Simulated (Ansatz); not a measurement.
# BN in Ansatz: convergence with smearing width

Input of the first run (smearing width 0.3 eV); the others differ in this setting and in those tied to it:

Contents of input.yaml:

```yaml
crystal:
  lattice:
    - [1.2511217832, 0.7223354983, 3.3729344033]
    - [-1.2511217832, 0.7223354983, 3.3729344033]
    - [0.0, -1.4446709966, 3.3729344033]
  atoms:
    - { symbol: "N", position: [0.6672382, 0.6672382, 0.6672382] }
    - { symbol: B, position: [0.0003288, 0.0003288, 0.0003288] }
kpoints:
  mp_grid: { grid: [12, 12, 12] }
scf:
  occupations: { method: fermi_dirac, width: 0.3 }
hamiltonian:
  xc: pbesol
  pseudopotentials: { kind: all_electron, lapw: { basis_error: 0.001 } }
output:
  forces: true
  stress: true
  eigenvalues: true
```

Potentials or basis: all-electron LAPW, scalar-relativistic.

Launch:

```bash
$ ansatz run input.yaml --threads 1 --pin off --max-ram 3072MiB --backend cpu --events-out ev --progress --plain --runs-dir out
```

The cell is a database's computed one.

Hardware: 1 thread of Arm Neoverse V2 (shared host).

```tsv
smearing width	energy less the tightest run, at zero smearing (meV/atom)	SCF cycles	CPU time (s)	peak memory (GiB)
0.3 eV	0.11	7	30	0.4
0.2 eV	0.00	7	31	0.4
0.15 eV	0.00	7	30	0.4
0.1 eV	0.00	7	29	0.4
0.05 eV	0.00	7	30	0.4
0.025 eV	0.00	6	28	0.39
0.01 eV	0.00	6	27	0.4
```

Against the tightest run, the energy stays within 1 meV/atom from 0.3 eV on. The tightest run that finished is the yardstick and may itself not be fully converged.
